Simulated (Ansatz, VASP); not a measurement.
Two plane-wave programs on TiC

```
CELL_PARAMETERS angstrom
0.00000 2.13039 2.13039
2.13039 0.00000 2.13039
2.13039 2.13039 0.00000
ATOMIC_POSITIONS crystal
Ti 0.00000 0.00000 0.00000
C 0.50000 0.50000 0.50000
```

Alike in both runs: functional LDA; k mesh 16 × 16 × 16; occupations gaussian, width 0.1 eV; no spin polarisation.

Ansatz relaxed the structure, and its values are those at the end. VASP's run is a single point on that final structure, the one shown.

|  | VASP | Ansatz |
| --- | --- | --- |
| version | VASP 6.6.1 | Ansatz 0.2.0 |
| potentials or method | VASP PAW LDA potentials, release 64 (Ti_sv, C) | scalar-relativistic, plane waves, PAW |
| plane-wave cutoff (eV) | 520 | 420 |
| valence electrons in the cell | 16 | 16 |

Ansatz gave:

| Quantity | Value |
| --- | --- |
| gap on the k mesh at the Fermi level (eV) | none |
| pressure (GPa) | 0.0 |

What did VASP give for the same quantities?

gap on the k mesh at the Fermi level (eV): none; pressure (GPa): 0.7.

A gap of «none» marks a metal or a gap that the smearing closes.
